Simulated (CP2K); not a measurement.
Nb under changes of volume

One of the cells (18.922 Å³/atom); the others are scaled copies at fixed shape and fractional positions:

```
Nb
1.0
     2.99106    0.00000    0.00000
     1.49553    2.59034    0.00000
     1.49553    0.86345    2.44219
Nb
1
Direct
  0.00000 0.00000 0.00000
```

This isn't the form of Nb at room conditions, which is bcc.

```yaml
Program: CP2K 2026.2
Functional: LDA
Potentials_or_basis: GTH_POTENTIALS Nb GTH-PADE-q13; TZVP-MOLOPT-PBE-GTH basis
Density_cutoff: 6123 eV
k_mesh: 11 × 11 × 11
Occupations: fermi-dirac, width 0.1 eV
Spin: no spin polarisation
```

| volume (Å³/atom) | energy over the lowest point (meV/atom) | pressure (GPa) |
| --- | --- | --- |
| 17.786 | 0.00 | -0.2 |
| 18.165 | ? | ? |
| 18.543 | 20.21 | -7.5 |
| 18.922 | 42.49 | -10.7 |
| 19.300 | 71.83 | -13.5 |
| 19.679 | 107.46 | -16.0 |
| 20.057 | 148.79 | -18.3 |

Problem. What does the run at 18.165 Å³/atom give?

Solution. Energy over the lowest point 5.76 meV/atom; pressure -4.1 GPa.

Worked out: A Birch-Murnaghan fit of order 3 (a polynomial in V^(-2/3)) to the other rows has its minimum at 17.74 Å³/atom, just outside them, with B0 = V·E''(V) = 194 GPa and B' = 4.0. It gives 5.77 meV/atom at 18.165 Å³/atom, against the run's 5.76, and -dE/dV = -4.3 GPa, against -4.1.

Energies are extrapolated to zero smearing.

Caveats: the basis of atomic orbitals isn't converged, which shifts pressures, moduli and gaps.
